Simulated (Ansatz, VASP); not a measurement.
**Two plane-wave programs on Ir**

```
Ir
1.0
     0.00000    1.93533    1.93533
     1.93533    0.00000    1.93533
     1.93533    1.93533    0.00000
Ir
1
Direct
  0.00000 0.00000 0.00000
```

Alike in both runs: functional PBE; k mesh 18 × 18 × 18; occupations gaussian, width 0.1 eV; no spin polarisation.

Ansatz relaxed the structure, and its values are those at the end. VASP's run is a single point on that final structure, the one shown.

|  | VASP | Ansatz |
| --- | --- | --- |
| version | VASP 6.6.1 | Ansatz 0.2.0 |
| potentials or method | VASP PAW PBE potentials, release 64 (Ir) | scalar-relativistic, plane waves, PAW |
| plane-wave cutoff (eV) | 520 | 420 |
| valence electrons in the cell | 9 | 17 |

Ansatz gave:

| Item | Value |
| --- | --- |
| gap on the k mesh at the Fermi level (eV) | none |
| pressure (GPa) | 0.0 |

Question: Estimate VASP's values.

Answer: gap on the k mesh at the Fermi level (eV): none; pressure (GPa): 0.5.

A gap of «none» marks a metal or a gap that the smearing closes. The two sets of potentials don't hold the same shells in valence.

The runs have no spin-orbit coupling, so splittings on Ir are missing.
